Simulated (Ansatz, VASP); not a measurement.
BaTiO3: VASP beside Ansatz

Contents of INCAR:

```
SYSTEM = BaTiO3
PREC = Accurate
ENCUT = 520
EDIFF = 1E-6
ISMEAR = -1
SIGMA = 0.05
LREAL = .False.
LASPH = .True.
NELM = 80
ALGO = Normal
ISIF = 2
LWAVE = .False.
LCHARG = .True.
GGA = PE
LELF = .True.
LVHAR = .True.
NBANDS = 28
```

The input KPOINTS:

```
regular mesh
0
Gamma
  7 7 7
  0 0 0
```

The input POSCAR:

```
BaTiO3
1.0
    3.9791132838      0.0000000000      0.0000000000
    0.0000000000      3.9791132838      0.0000000000
    0.0000000000      0.0000000000      3.9791132838
Ba Ti O
1 1 3
Direct
    0.5000000000      0.5000000000      0.5000000000
    0.0000000000      0.0000000000      0.0000000000
    0.0000000000      0.0000000000      0.5000000000
    0.0000000000      0.5000000000      0.0000000000
    0.5000000000      0.0000000000      0.0000000000
```

File input.yaml:

```yaml
crystal:
  lattice:
    - [3.9791132838, 0.0, 0.0]
    - [0.0, 3.9791132838, 0.0]
    - [0.0, 0.0, 3.9791132838]
  atoms:
    - { symbol: Ba, position: [0.5, 0.5, 0.5] }
    - { symbol: Ti, position: [0.0, 0.0, 0.0] }
    - { symbol: O, position: [0.0, 0.0, 0.5] }
    - { symbol: O, position: [0.0, 0.5, 0.0] }
    - { symbol: O, position: [0.5, 0.0, 0.0] }
kpoints:
  mp_grid: { grid: [7, 7, 7] }
scf:
  occupations: { method: fermi_dirac, width: 0.05 }
hamiltonian:
  xc: pbe
  pseudopotentials: { kind: all_electron, lapw: { basis_error: 0.001 } }
output:
  forces: true
  stress: true
  eigenvalues: true
```

Change from the starting cell: volume scaled by 0.98.

Alike in both runs: task single point; functional PBE; k mesh 7 × 7 × 7; occupations fermi-dirac, width 0.05 eV; no spin polarisation.

```csv
,VASP,Ansatz
version,VASP 6.6.1,Ansatz 0.2.0
potentials or method,"VASP PAW PBE potentials, release 64 (Ba_sv, Ti_sv, O)","all-electron LAPW, scalar-relativistic"
plane-wave cutoff (eV),520,see its input
```

|  | VASP | Ansatz | Ansatz less VASP |
| --- | --- | --- | --- |
| gap on the k mesh at the Fermi level (eV) | 1.84 | 1.91 | +0.062 |
| least direct gap on the mesh (eV) | 1.91 | 1.93 | +0.021 |
| pressure (GPa) | 7.1 | 5.3 | -1.88 |

Ansatz ran all-electron here, so the differences hold the error of VASP's frozen core and of both bases.

Caveats: spin-orbit coupling is left out, which moves the levels of the heavy elements; an odd mesh through Γ misses points on the zone boundary, where band edges often lie.
